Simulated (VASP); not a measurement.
The system is Cs2AgBiBr6.

```xyz
10
Lattice="0.0000 5.6161 5.6161 5.6161 0.0000 5.6161 5.6161 5.6161 0.0000" Properties=species:S:1:pos:R:3 pbc="T T T"
Bi    0.0000    0.0000    0.0000
Cs    8.4242    8.4242    8.4242
Cs    2.8081    2.8081    2.8081
Ag    5.6161    5.6161    5.6161
Br    5.6161    5.6161    8.4180
Br    5.6161    5.6161    2.8142
Br    2.8142    5.6161    5.6161
Br    5.6161    8.4180    5.6161
Br    8.4180    5.6161    5.6161
Br    5.6161    2.8142    5.6161
```

* Program: VASP 6.6.1
* Task: relaxation of cell and atoms
* Functional: PBE
* Potentials or basis: VASP PAW PBE potentials, release 64 (Bi_d, Cs_sv, Ag, Br)
* Cutoff: 600 eV
* k mesh: 3 × 3 × 3
* Occupations: fermi-dirac, width 0.05 eV
* Spin: no spin polarisation

At the start: pressure 1.9 GPa; volume 35.43 Å³/atom.

Q: How do energy, volume and symmetry change on relaxing?

A: Over 6 steps the energy falls by 13.7 meV/atom and the volume is 37.75 Å³/atom (+6.5 %); space group Fm-3m (No. 225, to 0.05 Å).

The path:
| step | energy change (eV) | largest force (eV/Å) | pressure (GPa) | volume (Å³) |
| --- | --- | --- | --- | --- |
| 1 | 0.0000 | 0.2916 | 1.87 | 354.27 |
| 2 | -0.1363 | 0.0226 | 0.10 | 375.87 |
| 3 | -0.1366 | 0.0363 | 0.02 | 376.99 |
| 4 | -0.1366 | 0.0306 | 0.05 | 376.53 |
| 5 | -0.1369 | 0.0200 | 0.04 | 376.84 |
| 6 | -0.1372 | 0.0007 | 0.03 | 377.46 |

Final structure:
```cif
data_structure
_symmetry_space_group_name_H-M 'P 1'
_symmetry_Int_Tables_number 1
_cell_length_a 8.1120
_cell_length_b 8.1120
_cell_length_c 8.1120
_cell_angle_alpha 60.000
_cell_angle_beta 60.000
_cell_angle_gamma 60.000
_cell_volume 377.46
loop_
_atom_site_label
_atom_site_type_symbol
_atom_site_fract_x
_atom_site_fract_y
_atom_site_fract_z
_atom_site_occupancy
Bi1 Bi 0.00000 0.00000 0.00000 1
Cs1 Cs 0.75000 0.75000 0.75000 1
Cs2 Cs 0.25000 0.25000 0.25000 1
Ag1 Ag 0.50000 0.50000 0.50000 1
Br1 Br 0.74860 0.74860 0.25140 1
Br2 Br 0.25140 0.25140 0.74860 1
Br3 Br 0.74860 0.25140 0.25140 1
Br4 Br 0.74860 0.25140 0.74860 1
Br5 Br 0.25140 0.74860 0.74860 1
Br6 Br 0.25140 0.74860 0.25140 1
```
